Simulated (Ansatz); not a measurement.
**GeO2 (rutile), scan of one atom of the cell**

GeO₂ (rutile)

```
GeO2
1.0
    4.41054     0.00000     0.00000
    0.00000     4.41054     0.00000
    0.00000     0.00000     2.87016
Ge O
2 4
Direct
  0.00000   0.00000   0.00000
  0.50000   0.50000   0.50000
  0.30600   0.30600   0.00000
  0.80600   0.19400   0.50000
  0.19400   0.80600   0.50000
  0.69400   0.69400   0.00000
```

Scan: atom 5 (O, nearest neighbour Ge at 1.877 Å; its periodic images, 2.9 Å or more away, move with it) is displaced along Cartesian [111], direction (0.577, 0.577, 0.577) in Cartesian axes, by s. The other atoms stay.

Calculation: r2SCAN (plane waves to 500 eV, PAW, scalar-relativistic; Ansatz, a program for electronic structure). k mesh 6×6×9 (Γ-centred), Fermi-Dirac smearing 0.05 eV. Energies are smeared free energies. Stress and pressure are positive under compression. F∥ is the force on the atom along that direction. F⊥ is the part of the force across the line. GeO2 was relaxed with its symmetry unable to fall. The zero of ΔE is the undisplaced structure.

```tsv
s (Å)	ΔE (eV/cell)	|F⊥| (eV/Å)	P (GPa)	F∥ (eV/Å)
-0.380	0.731	1.867	3.14	3.768
-0.304	0.472	1.445	2.04	3.059
-0.228	0.267	1.044	1.16	2.323
-0.152	0.119	0.672	0.52	1.563
-0.076	0.030	0.327	0.13	0.786
0.000	0.000	0.000	0.00	0.000
0.076	0.030	0.327	0.13	-0.786
0.152	0.119	0.672	0.52	-1.563
0.228	0.267	1.044	1.16	-2.323
0.304	0.472	1.445	2.04	-3.059
0.380	0.731	1.867	3.14	-3.768
```

Key numbers:

The energy at s = 0.380 Å is 731 meV/cell, the force along the line at s = -0.380 Å is 3.77 eV/Å and the force constant k = d²E/ds² at s = 0 (finite differences) is 10.4 eV/Å². Symmetry of the curve: even: the same for both signs. Shape of the curve: a single well with its minimum at or next to zero displacement. Harmonic estimate at the end of the scan: ½ks² = 748 meV/cell against the computed 731 meV/cell, so the well is close to harmonic there.

(For displaced atoms, the force is minus the slope of the energy, and its curvature is a force constant, which sets phonon frequencies.)
